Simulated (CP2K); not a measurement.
The system is LiH.

```xyz
2
Lattice="2.8804 0.0000 0.0000 1.4402 2.4945 0.0000 1.4402 0.8315 2.3518" Properties=species:S:1:pos:R:3 pbc="T T T"
Li    0.0000    0.0000    0.0000
H     2.8804    1.6630    1.1759
```

Program: CP2K 2026.2. Alike in all runs: no spin polarisation; cell as given. Hardware: 1 thread of Arm Neoverse V1 (shared host).

Q: Order these runs on this cell by their wall time, lowest first.
A. task single point; level PBE+D4; potentials or basis all electrons (GAPW); TZVPP-MOLOPT-PBE-ae basis; k mesh 11 × 11 × 11; smearing fermi-dirac 0.05 eV; quickstep method GAPW; EPS_DEFAULT 1.0E-10; MIXING BETA (1/bohr) 1.5; NGRIDS 5
B. task atomic charges; level MS2; potentials or basis POTENTIAL_UZH Li GTH-PBE-q3, H GTH-PBE-q1; TZVP-MOLOPT-PBE-GTH basis; k mesh 11 × 11 × 11; smearing fermi-dirac 0.05 eV; quickstep method GPW; EPS_DEFAULT 1.0E-9; k points reduced by the point group yes; MIXING BETA (1/bohr) 1.5 1/bohr; NGRIDS 4
C. task single point; level BLYP; potentials or basis GTH_POTENTIALS Li GTH-BLYP-q3, H GTH-BLYP-q1; DZVP-MOLOPT-SR-GTH basis; k mesh 9 × 9 × 9; smearing fermi-dirac 0.0259 eV; quickstep method GPW; EPS_DEFAULT 1.0E-9; k points reduced by the point group yes; MIXING BETA (1/bohr) 1.5; NGRIDS 4

A: C (39 s), B (86 s), A (420 s).

Caveats: an odd mesh through Γ misses points on the zone boundary, where band edges often lie; the basis of atomic orbitals isn't converged, which shifts pressures, moduli and gaps.

Not every run made on this cell is shown here.
